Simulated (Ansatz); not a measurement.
CsPbCl3 in Ansatz: convergence with ecutrho ratio

Crystal: CsPbCl3.

```
Pb Cs Cl
1.0
     5.60500    0.00000    0.00000
     0.00000    5.60500    0.00000
     0.00000    0.00000    5.60500
Pb Cs Cl
1 1 3
Direct
  0.50000 0.50000 0.50000
  0.00000 0.00000 0.00000
  0.50000 0.00000 0.50000
  0.00000 0.50000 0.50000
  0.50000 0.50000 0.00000
```

```yaml
Program: Ansatz 0.2.0
Task: convergence study
Functional: PBE
Potentials_or_basis: SPMS NC
Cutoff: 544 eV
Density_cutoff: 2177 eV
k_mesh: 4 × 4 × 4
Occupations: fermi-dirac, width 0.05 eV
Spin: no spin polarisation
```

These are the settings of the first run; the series varies ecutrho ratio, with any setting tied to it.

Hardware: 2 threads of Intel(R) Xeon(R) Processor @ 2.50GHz (Skylake/Cascade Lake), with other jobs on the host.

| ecutrho ratio | energy less the tightest run, at zero smearing (meV/atom) | SCF cycles | CPU time (s) | peak memory (GiB) |
| --- | --- | --- | --- | --- |
| 4 | 0.00 | 7 | 9.3 | 0.43 |
| 5 | 0.00 | 7 | 8.6 | 0.44 |
| 6 | 0.00 | 7 | 9 | 0.48 |
| 8 | 0.00 | 7 | 9.3 | 0.56 |
| 10 | 0.00 | 7 | 11 | 0.64 |
| 12 | 0.00 | 7 | 12 | 0.73 |

Against the tightest run, the energy stays within 1 meV/atom from 4 on. The tightest run that finished is the yardstick and may itself not be fully converged.
